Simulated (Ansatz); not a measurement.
Cs2AgBiBr6:

```
Bi Cs Ag Br
1.0
     0.00000    5.61610    5.61610
     5.61610    0.00000    5.61610
     5.61610    5.61610    0.00000
Bi Cs Ag Br
1 2 1 6
Cartesian
  0.0000 0.0000 0.0000
  8.4242 8.4242 8.4242
  2.8081 2.8081 2.8081
  5.6161 5.6161 5.6161
  5.6161 5.6161 8.4180
  5.6161 5.6161 2.8142
  2.8142 5.6161 5.6161
  5.6161 8.4180 5.6161
  8.4180 5.6161 5.6161
  5.6161 2.8142 5.6161
```

Base run:

```yaml
Program: Ansatz 0.2.0
Functional: LDA
Potentials_or_basis: Ansatz PAW
Cutoff: 420 eV
Density_cutoff: 1680 eV
k_mesh: 4 × 4 × 4
Occupations: fermi-dirac, width 0.05 eV
Spin: no spin polarisation
Hubbard_terms: Ag d U = 5 eV
```

Its results: band gap on the k mesh 1.44 eV, indirect (least direct gap 2.52 eV); pressure -1.3 GPa; largest force 0.205 eV/Å.

Question: The run is repeated on the same cell with these changes: hubbard terms from Ag d U = 5 eV to Ag d U = 1 eV. What comes out?

Answer: Band gap on the k mesh 1.19 eV, indirect (least direct gap 2.41 eV); pressure -1.4 GPa; largest force 0.299 eV/Å.

Caveats: spin-orbit coupling is left out, which as a rule narrows the gap of such compounds by several tenths of an eV; the PAW data sets come from PBE, with cores solved anew for the run's functional, which leaves a small shift of forces and pressure.

Not every run made on this cell is shown here.
